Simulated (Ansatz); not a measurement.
Ionic part of the dielectric constant of ZnSe at 22 GPa, mode by mode

These are results of Ansatz 0.2.0, DFT LDA, scalar-relativistic, plane waves, PAW, not measurements. Settings: 420 eV plane-wave cutoff, Γ-centred 10×10×10 mesh, fixed occupations. No spin polarisation. Phonons by linear response, acoustic sum rule imposed.

The structure is cubic, space group F-43m (No. 216). The conventional cell has a = 5.214 Å, b = 5.214 Å, c = 5.214 Å, α = 90.00°, β = 90.00°, γ = 90.00°. Zn (site symmetry -43m) is surrounded by 4 Se at 2.26 Å. Se (site symmetry -43m) is surrounded by 4 Zn at 2.26 Å.

The real crystal has changed phase below this pressure. The run warned that the force constants aren't converged on this k mesh, so the frequencies and all that is formed from them are rough.

The primitive cell has V = 35.44 Å³ and ε∞,yy = 7.274. Each polar mode adds Δε = (4.92064×10⁷/V)·S/ν² along y, with S its oscillator strength in e²/amu, ν in cm⁻¹ and V in Å³.

Task: From these modes, find each Δε and ε0,yy.
| ν (cm⁻¹) | S_yy (e²/amu) |
| --- | --- |
| 297.6 | 0.07616 |

Result:
```tsv
ν (cm⁻¹)	Δε
297.6	1.19
```

The sum is 1.194, so ε0,yy = 8.47; the run's tensor has 8.47.

Task: Where do the longitudinal modes lie for a wave vector along y?

Result: At 321 cm⁻¹. The Lyddane–Sachs–Teller product Π(ν_LO/ν_TO)² = 1.16 matches ε0/ε∞ = 1.16.

Cost: 1 run of about 1 core-minutes, on Intel Xeon 6975P-C (Granite Rapids) (shared hosts).

The static dielectric response is mainly electronic: the lattice adds only 1.19 to an ε∞ of 7.274. Zinc blende has a single polar optical branch, threefold degenerate at the zone centre before the macroscopic field splits it, so this one mode carries the whole ionic term, which cubic symmetry makes the same in every direction. The term is small because the partly covalent sp³ bonds give a restoring force that is stiff relative to the dynamical charge. Compression usually stiffens the transverse mode further, which probably holds the ionic share down here, though a single volume can't show that trend.

The modest rise to 321 cm⁻¹ for the longitudinal mode expresses the same weak polarity, screened by the electrons. LDA usually makes the gap too small and so probably overstates ε∞, which would also make this splitting too small. The Lyddane–Sachs–Teller agreement shows that the charges, screening and frequencies were combined consistently; it doesn't test the force constants, since an error in them would enter both sides.
